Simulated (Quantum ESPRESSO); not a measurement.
The system is Ru.

```
Ru
1.0
     2.70580    0.00000    0.00000
    -1.35290    2.34329    0.00000
     0.00000    0.00000    4.28190
Ru
2
Cartesian
  1.3529 0.7811 3.2114
  0.0000 1.5622 1.0705
```

Base run:

- Program: Quantum ESPRESSO 7.5
- Functional: PBE
- Potentials or basis: PseudoDojo 0.4 FR PBE standard
- Cutoff: 1143 eV
- Density cutoff: 4572 eV
- k mesh: 11 × 11 × 6
- Occupations: fermi-dirac, width 0.05 eV
- Spin: spin-orbit coupling, no magnetisation

Its results: band gap on the k mesh none (metal or under the smearing width); pressure 5.7 GPa.

Task: The run is repeated on the same cell with these changes: k mesh from 11 × 11 × 6 to 3 × 3 × 2. What comes out?

Result: Band gap on the k mesh none (metal or under the smearing width); pressure 14.4 GPa.

Caveats: some runs use coarse meshes.
